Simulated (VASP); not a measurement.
# Si2W (I4/mmm) in VASP: notebook

The runs below take Si2W through relaxation of cell and atoms, vibrations by finite differences, with PBE.

Program: VASP 6.6.1. These are calculated values, not measurements. Logs are shortened: lines on timing, memory, paths and dates and some standing lists are left out, and cuts for length are marked.

## (1) Starting point

Symmetry: I4/mmm, No. 139, tetragonal system. The conventional cell has a = 3.214 Å, b = 3.214 Å, c = 7.830 Å, α = 90.00°, β = 90.00°, γ = 90.00°. Si (site symmetry 4mm) is surrounded by 5 Si at 2.59 to 2.63 Å and 5 W at 2.62 Å. W (site symmetry 4/mmm) has 10 Si at 2.62 Å as nearest neighbours.

## (2) Relaxation of cell and atoms, PBE

Contents of INCAR:

```
  PREC = Accurate
  ENCUT = 520
  EDIFF = 1E-7
  ISMEAR = 0
  SIGMA = 0.3
  LREAL = F
  LASPH = T
  NELM = 100
  ALGO = Normal
  ISIF = 3
  LWAVE = F
  LCHARG = F
  GGA = PE
  IBRION = 2
  NSW = 80
  EDIFFG = -0.002
  KPAR = 4
```

Contents of KPOINTS:

```
Automatic mesh
0
Gamma
  18 18 18
```

Contents of POSCAR:

```
Si2W
1.0
   -1.6069000000      1.6069000000      3.9149500000
    1.6069000000     -1.6069000000      3.9149500000
    1.6069000000      1.6069000000     -3.9149500000
Si W
2 1
Direct
    0.3347000000      0.3347000000      0.0000000000
    0.6653000000      0.6653000000      0.0000000000
    0.0000000000      0.0000000000      0.0000000000
```

Potentials or basis: VASP PAW PBE potentials, release 64 (Si, W_sv).

Command:

```sh
$ cat potpaw_PBE.64/Si/POTCAR potpaw_PBE.64/W_sv/POTCAR > POTCAR
$ mpirun -np 4 vasp_std > vasp.out
```

OUTCAR:

```text
PREC = Accurate
   ENCUT = 520
   EDIFF = 1E-7
   ISMEAR = 0
   LREAL = F
   LASPH = T
   NELM = 100
   ISIF = 3
   GGA = PE
   IBRION = 2
   NSW = 80
   EDIFFG = -0.002

 ion  position               nearest neighbor table
   1  0.335  0.335  0.000-   2 2.59   3 2.62   3 2.62   3 2.62   3 2.62   3 2.62   2 2.63   2 2.63
                             2 2.63   2 2.63
   2  0.665  0.665  0.000-   1 2.59   3 2.62   3 2.62   3 2.62   3 2.62   3 2.62   1 2.63   1 2.63
                             1 2.63   1 2.63
   3  0.000  0.000  0.000-   2 2.62   2 2.62   2 2.62   1 2.62   2 2.62   1 2.62   1 2.62   1 2.62
                             1 2.62   2 2.62

  LATTYP: Found a body centered tetragonal cell.
 ALAT       =     3.2138000000
 C/A-ratio  =     2.4363370465

  Lattice vectors:

 A1 = (  -1.6069000000,   1.6069000000,   3.9149500000)
 A2 = (   1.6069000000,  -1.6069000000,   3.9149500000)
 A3 = (   1.6069000000,   1.6069000000,  -3.9149500000)

Analysis of symmetry for initial positions (statically):
=====================================================================
 Subroutine PRICEL returns:
 Original cell was already a primitive cell.

 Routine SETGRP: Setting up the symmetry group for a
 body centered tetragonal supercell.

 Subroutine GETGRP returns: Found 16 space group operations
 (whereof 16 operations were pure point group operations)
 out of a pool of 16 trial point group operations.

The static configuration has the point symmetry D_4h.

Analysis of symmetry for dynamics (positions and initial velocities):
=====================================================================
 Subroutine PRICEL returns:
 Original cell was already a primitive cell.

 Routine SETGRP: Setting up the symmetry group for a
 body centered tetragonal supercell.

 Subroutine GETGRP returns: Found 16 space group operations
 (whereof 16 operations were pure point group operations)
 out of a pool of 16 trial point group operations.

The dynamic configuration has the point symmetry D_4h.

 Subroutine INISYM returns: Found 16 space group operations
 (whereof 16 operations are pure point group operations),
 and found     1 'primitive' translations

----------------------------------------------------------------------------------------

                                     Primitive cell

  volume of cell :      40.4356

  direct lattice vectors                    reciprocal lattice vectors
    -1.606900000  1.606900000  3.914950000     0.000000000  0.311158131  0.127715552
[... 108 lines left out ...]
     AMIX_MAG =   1.60;   BMIX_MAG =  1.00
  volume/ion in A,a.u.               =      13.48        90.96
  Fermi-wavevector in a.u.,A,eV,Ry     =   1.336476  2.525573 24.302284  1.786167
  Thomas-Fermi vector in A             =   2.465099
   LORBIT       =      0    0 simple, 1 ext, 2 COOP (PROOUT), +10 PAW based schemes
   GGA     = PE    functional components
   LHFCALC =     F    Hartree Fock is set to
   AEXX    =    0.0000 exact exchange contribution
   IVDW    =     0    specifies the selected vdW correction
   LEPSILON=     F    determine dielectric tensor
   LRPA    =     F    only Hartree local field effects (RPA)
 conjugate gradient relaxation of ions
 non-spin polarized calculation
 Gauss-broadening in eV      SIGMA  =   0.30
  energy-cutoff  :      520.00
  volume of cell :       40.44
 maximum number of plane-waves:      1118
 NGX is ok and might be reduce to    36
   NGX = 17   NGY = 17   NGZ = 17

--------------------------------------- Ionic step        1  -------------------------------------------

 number of electron      21.9999999 magnetization

 Free energy of the ion-electron system (eV)
  ---------------------------------------------------
  ext. energy  EPLUGINS =         0.00000000
  ---------------------------------------------------
  free energy    TOTEN  =       -24.81448205 eV

  energy without entropy =      -24.80007789  energy(sigma->0) =      -24.80727997

------------------------ aborting loop because EDIFF is reached ----------------------------------------

  FORCE on cell =-STRESS in cart. coord.  units (eV):
  Direction    XX          YY          ZZ          XY          YZ          ZX
  --------------------------------------------------------------------------------------
  -------------------------------------------------------------------------------------
  Total        0.8246266      0.8246266      0.9602520      0.0000000      0.0000000      0.0000000
  in kB       32.6741292     32.6741292     38.0480052      0.0000000      0.0000000      0.0000000
  external PRESSURE =      34.4654212 kB  Pullay stress =       0.0000000 kB
[... 283 lines left out ...]
--------------------------------------- Ionic step        9  -------------------------------------------

 number of electron      22.0000000 magnetization

 Free energy of the ion-electron system (eV)
  ---------------------------------------------------
  ext. energy  EPLUGINS =         0.00000000
  ---------------------------------------------------
  free energy    TOTEN  =       -24.82103210 eV

  energy without entropy =      -24.80560339  energy(sigma->0) =      -24.81331775

 E-fermi :  11.7483     XC(G=0): -12.4576

 val. band max:       11.7262696593   @ k =  -0.3889   0.5000   0.3333
 cond. band min:      11.7839522967   @ k =  -0.3889  -0.4444   0.3889
 fundamental gap:      0.0576826374
 Fermi energy:        11.7483149068

 k-point     1 :       0.0000    0.0000    0.0000
  band No.  band energies     occupation
      1     -62.1437      2.00000
      2     -26.3908      2.00000
      3     -26.3754      2.00000
      4     -26.3754      2.00000
      5      -2.2076      2.00000
      6       4.9938      2.00000
      7       7.9837      2.00000
      8       8.5011      2.00000
      9       8.9421      2.00000
     10       8.9421      2.00000
     11      12.3507      0.00451
     12      14.3907      0.00000
     13      14.7271      0.00000
     14      14.7846      0.00000
[... 401 lines left out ...]
      2     -26.4599      2.00000
      3     -26.3832      2.00000
      4     -26.3737      2.00000
      5      -1.3116      2.00000
      6       5.0864      2.00000
      7       6.4335      2.00000
      8       8.1804      2.00000
      9       8.9210      2.00000
     10       9.6349      2.00000
     11      10.3535      2.00000
     12      13.3032      0.00000
     13      13.9260      0.00000
     14      16.0887      0.00000
     15      16.1965      0.00000

 [... further k-points ...]
[... 5 lines left out ...]
  --------------------------------------------------------------------------------------
  -------------------------------------------------------------------------------------
  Total       -0.0007407     -0.0007407      0.0019655      0.0000000      0.0000000      0.0000000
  in kB       -0.0289146     -0.0289146      0.0767220      0.0000000      0.0000000      0.0000000
  external PRESSURE =       0.0062976 kB  Pullay stress =       0.0000000 kB
[... 18 lines left out ...]
  FREE ENERGIE OF THE ION-ELECTRON SYSTEM (eV)
  ---------------------------------------------------
  free  energy   TOTEN  =       -24.8210320983 eV

  energy  without entropy=      -24.8056033945  energy(sigma->0) =      -24.81331775

 reached required accuracy - stopping structural energy minimisation
```

It took 3.8 min on 4 MPI ranks of Intel Xeon 6975P-C (Granite Rapids), shared host; peak memory 0.45 GiB.

What came out:

| Property | Result |
| --- | --- |
| Free energy | -24.8210 eV |
| Relaxed volume | 13.68 Å³/atom |
| Relaxed cell | a = 4.550 Å, b = 4.550 Å, c = 4.550 Å, α = 138.42°, β = 138.42°, γ = 60.25° |
| Space group after relaxing (to 0.05 Å) | I4/mmm (No. 139) |
| Energy gained by relaxing | 2.2 meV/atom |
| Ionic steps | 9 |
| Pressure after relaxing | 0.0 GPa |
| Band gap on the k mesh | none (metal or under the smearing width) |

The path:
```tsv
step	energy change (eV)	largest force (eV/Å)	pressure (GPa)	volume (Å³)
1	0.0000	0.0729	3.45	40.44
2	0.0139	0.0978	-5.62	42.16
3	-0.0065	0.0079	-0.02	41.05
4	-0.0065	0.0091	0.05	41.03
5	-0.0065	0.0023	0.04	41.04
6	-0.0065	0.0038	0.04	41.04
7	-0.0065	0.0007	-0.06	41.05
8	-0.0066	0.0021	0.00	41.04
9	-0.0066	0.0016	0.00	41.04
```

Final structure:
```cif
data_structure
_symmetry_space_group_name_H-M 'P 1'
_symmetry_Int_Tables_number 1
_cell_length_a 4.5499
_cell_length_b 4.5499
_cell_length_c 4.5499
_cell_angle_alpha 138.424
_cell_angle_beta 138.424
_cell_angle_gamma 60.254
_cell_volume 41.04
loop_
_atom_site_label
_atom_site_type_symbol
_atom_site_fract_x
_atom_site_fract_y
_atom_site_fract_z
_atom_site_occupancy
Si1 Si 0.33449 0.33449 0.00000 1
Si2 Si 0.66551 0.66551 0.00000 1
W1 W 0.00000 0.00000 0.00000 1
```

Levels at points of the mesh, in eV from the Fermi level:
```
           k point  band 9  band 10  band 11  band 12  band 13  band 14
(0.00, 0.00, 0.00)   -2.81    -2.81     0.60     2.64     2.98     3.04
(0.50, 0.00, 0.00)   -2.75    -2.72    -0.42     2.65     2.75     3.90
(0.50, 0.50, 0.00)   -4.96    -3.19    -1.75     2.72     2.91     3.06
(0.50, 0.50, 0.50)   -0.85    -0.85    -0.49    -0.49     0.77     4.43
```

The run has no spin-orbit coupling, so splittings on W are missing. PBE usually gives volumes a little too large and moduli too small.

## (3) Relaxation of cell and atoms, PBE

This run uses another cell than the first one, of 13.68 Å³/atom, 1.015 times its volume.

INCAR is that of step 2.

KPOINTS is that of step 2.

Contents of POSCAR:

```
Si2W                                    
1.0
   -1.6147812276      1.6147812276      3.9352455402
    1.6147812276     -1.6147812276      3.9352455402
    1.6147812276      1.6147812276     -3.9352455402
  Si              W             
     2     1
Direct
     0.3344934671276523    0.3344934671276523    0.0000000000000000
     0.6655065328723477    0.6655065328723477    1.0000000000000000
     0.0000000000000000    0.0000000000000000    1.0000000000000000
```

Potentials or basis: VASP PAW PBE potentials, release 64 (Si, W_sv).

Command:

```sh
$ cat potpaw_PBE.64/Si/POTCAR potpaw_PBE.64/W_sv/POTCAR > POTCAR
$ mpirun -np 4 vasp_std > vasp.out
```

Wall time 54 s (4 MPI ranks of Intel Xeon 6975P-C (Granite Rapids), shared host); peak memory 0.43 GiB.

Results (log left out):

```
Free energy             : -24.8212 eV
Pressure after relaxing : 0.0 GPa
Band gap on the k mesh  : none (metal or under the smearing width)
```

Final structure:
```
Si W
1.0
    -1.61478    1.61478    3.93525
     1.61478   -1.61478    3.93525
     1.61478    1.61478   -3.93525
Si W
2 1
Cartesian
  0.0000 0.0000 2.6326
  0.0000 0.0000 5.2379
  0.0000 0.0000 0.0000
```

Levels at points of the mesh, in eV from the Fermi level:
```
           k point  band 7  band 8  band 9  band 10  band 11  band 12  band 13  band 14  band 15
(0.00, 0.00, 0.00)   -3.76   -3.25   -2.81    -2.81     0.60     2.64     2.98     3.04     3.04
(0.50, 0.00, 0.00)   -5.68   -4.81   -2.75    -2.72    -0.42     2.65     2.75     3.90     4.30
(0.50, 0.50, 0.00)   -5.94   -5.51   -4.96    -3.19    -1.75     2.72     2.91     3.06     3.84
(0.50, 0.50, 0.50)   -3.76   -2.55   -0.85    -0.85    -0.49    -0.49     0.77     4.43     4.72
```

Caveat: the relaxation stopped at its first step, so nothing moved. The run has no spin-orbit coupling, so splittings on W are missing.

## (4) Vibrations by finite differences, PBE

This run uses another cell than the first one, of 13.68 Å³/atom, 1.015 times its volume.

Contents of INCAR:

```
SYSTEM = Si2W
ALGO     = Normal         ! electronic algorithm
EDIFF    = 1E-8           ! SCF threshold, eV
ENCUT    = 520            ! plane-wave cutoff, eV
GGA      = PE             ! functional
IBRION   = 6              ! ionic algorithm
ISIF     = 3              ! what is computed and relaxed
ISMEAR   = 0              ! smearing method
KPAR     = 4            
LASPH    = .True.         ! aspherical terms in the spheres
LCHARG   = .False.        ! write CHGCAR
LREAL    = .False.        ! projectors in reciprocal space
LWAVE    = .False.        ! write WAVECAR
NELM     = 100            ! most SCF steps
NFREE    = 2            
NSW      = 1              ! ionic steps
POTIM    = 0.015          ! step
PREC     = Accurate       ! precision mode
SIGMA    = 0.3            ! smearing width, eV
```

Contents of KPOINTS:

```
k-points
0
Gamma
  18 18 18
  0 0 0
```

Contents of POSCAR:

```
Si2W                                    
1.0
   -1.6147812276      1.6147812276      3.9352455402
    1.6147812276     -1.6147812276      3.9352455402
    1.6147812276      1.6147812276     -3.9352455402
  Si              W             
     2     1
Direct
     0.3344934671276505    0.3344934671276505    0.0000000000000000
     0.6655065328723495    0.6655065328723495    0.0000000000000000
     0.0000000000000000    0.0000000000000000    0.0000000000000000
```

Command:

```sh
$ cat potpaw_PBE.64/Si/POTCAR potpaw_PBE.64/W_sv/POTCAR > POTCAR
$ mpirun -np 4 vasp_std > vasp.out
```

It took 26 min on 4 MPI ranks of Intel Xeon 6975P-C (Granite Rapids), shared host; peak memory 1.5 GiB.

The run converged. Its results:

| Property | Result |
| --- | --- |
| Voigt bulk modulus | 218 GPa |
| Highest phonon frequency at Γ | 434 cm⁻¹ |

Phonon frequencies in cm⁻¹ (negative: imaginary):
```tsv
q point	frequencies
(0.000, 0.000, 0.000)	0 0 0 253 253 296 328 328 434
```

Elastic tensor in Voigt notation (GPa, in the Cartesian axes of the cell as first typed):
```
412 122  94   0   0   0
122 412  94   0   0   0
 94  94 520   0   0   0
  0   0   0 196   0   0
  0   0   0   0 196   0
  0   0   0   0   0 199
```

Clamped-ion elastic tensor (GPa):
```
414 124  97   0   0   0
124 414  97   0   0   0
 97  97 522   0   0   0
  0   0   0 197   0   0
  0   0   0   0 197   0
  0   0   0   0   0 199
```

Caveat: elastic constants of metals need much finer meshes, so these are rough.
